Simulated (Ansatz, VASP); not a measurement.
# Two plane-wave programs on NbH2

The input POSCAR:

```
NbH2
1.0
    0.0000000000      2.2734030814      2.2734030814
    2.2734030814      0.0000000000      2.2734030814
    2.2734030814      2.2734030814      0.0000000000
Nb H
1 2
Direct
    0.0000000000      0.0000000000      0.0000000000
    0.2500000000      0.2500000000      0.2500000000
    0.7500000000      0.7500000000      0.7500000000
```

The input INCAR.step1:

```
SYSTEM = NbH2
ALGO = Normal
EDIFF = 1E-4
ENCUT = 520
GGA = PE
ISMEAR = 0
LASPH = .True.
LCHARG = .False.
LREAL = .False.
LWAVE = .True.
NBANDS = 14
NELM = 100
PREC = Accurate
SIGMA = 0.1
```

Contents of INCAR.step2:

```
SYSTEM = NbH2
ALGO = Normal
EDIFF = 1E-6
ENCUT = 520
ISIF = 2
ISMEAR = 0
ISTART = 1
LASPH = .True.
LCHARG = .False.
LMIXTAU = .True.
LREAL = .False.
LWAVE = .False.
METAGGA = R2SCAN
NBANDS = 14
NELM = 100
PREC = Accurate
SIGMA = 0.1
```

KPOINTS

```
k-points
0
Gamma
  16 16 16
  0 0 0
```

Input for Ansatz:

```yaml
crystal:
  lattice:
    - [0.0, 2.2734030814, 2.2734030814]
    - [2.2734030814, 0.0, 2.2734030814]
    - [2.2734030814, 2.2734030814, 0.0]
  atoms:
    - { symbol: Nb, position: [0.0, 0.0, 0.0] }
    - { symbol: H, position: [0.25, 0.25, 0.25] }
    - { symbol: H, position: [0.75, 0.75, 0.75] }
basis:
  ecutwfc: 500
kpoints:
  mp_grid: { grid: [16, 16, 16] }
  band_path:
    path:
      - [[0.0, 0.0, 0.0], [0.5, 0.0, 0.5], [0.625, 0.25, 0.625]]
      - [[0.375, 0.375, 0.75], [0.0, 0.0, 0.0], [0.5, 0.5, 0.5], [0.5, 0.25, 0.75], [0.5, 0.0, 0.5]]
    npoints: 14
hamiltonian:
  xc: r2scan
scf:
  occupations: { method: gaussian, width: 0.1 }
  n_extra_bands: 7
output:
  forces: true
  stress: true
  eigenvalues: true
  populations: true
  dos: { projected: true, de: 0.02, nscf_kmesh: { grid: [24, 24, 24] } }
  bader: true
```

Alike in both runs: task single point; functional r2SCAN; k mesh 16 × 16 × 16; occupations gaussian, width 0.1 eV; no spin polarisation.

|  | VASP | Ansatz |
| --- | --- | --- |
| version | VASP 6.6.1 | Ansatz 0.2.0 |
| potentials or method | VASP PAW PBE potentials, release 64 (Nb_sv, H) | scalar-relativistic, plane waves, PAW |
| plane-wave cutoff (eV) | 520 | 500 |
| valence electrons in the cell | 15 | 15 |

|  | VASP | Ansatz | Ansatz less VASP |
| --- | --- | --- | --- |
| gap on the k mesh at the Fermi level (eV) | none | none | - |
| pressure (GPa) | -0.3 | 0.0 | +0.30 |

A gap of «none» marks a metal or a gap that the smearing closes. The functional is the same, so the differences come from potentials, cutoffs and numerics.

Caveats: the PAW data sets were made with another functional, which shifts forces and pressure a little (VASP).
